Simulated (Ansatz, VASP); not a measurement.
**PbO2 in VASP and in Ansatz**

```xyz
3
Lattice="0.0000 2.5260 2.6590 2.5260 0.0000 2.6590 2.5260 2.5260 0.0000" Properties=species:S:1:pos:R:3 pbc="T T T"
Pb    0.0000    0.0000    0.0000
O     1.2630    1.2630    1.3295
O     3.7890    3.7890    3.9884
```

Change from the starting cell: strain -0.050 along x and y, +0.000 along z, atoms carried along.

Alike in both runs: task single point; functional r2SCAN; k mesh 16 × 16 × 16; occupations gaussian, width 0.15 eV; no spin polarisation.

```csv
,VASP,Ansatz
version,VASP 6.6.1,Ansatz 0.2.0
potentials or method,"VASP PAW PBE potentials, release 64 (Pb_d, O)","scalar-relativistic, plane waves, PAW"
plane-wave cutoff (eV),520,500
valence electrons in the cell,26,26
```

```tsv
	VASP	Ansatz	Ansatz less VASP
gap on the k mesh at the Fermi level (eV)	none	none	-
pressure (GPa)	23.5	21.8	-1.69
largest component of the traceless stress (GPa)	12.42	12.52	+0.095
```

A gap of «none» marks a metal or a gap that the smearing closes.

Caveats: so large a pressure means that the cell lies far from this level's equilibrium, or that cutoff or potentials fall short (VASP); the potentials were made for another functional, which shifts forces and pressure (VASP). The runs have no spin-orbit coupling, so splittings on Pb are missing.
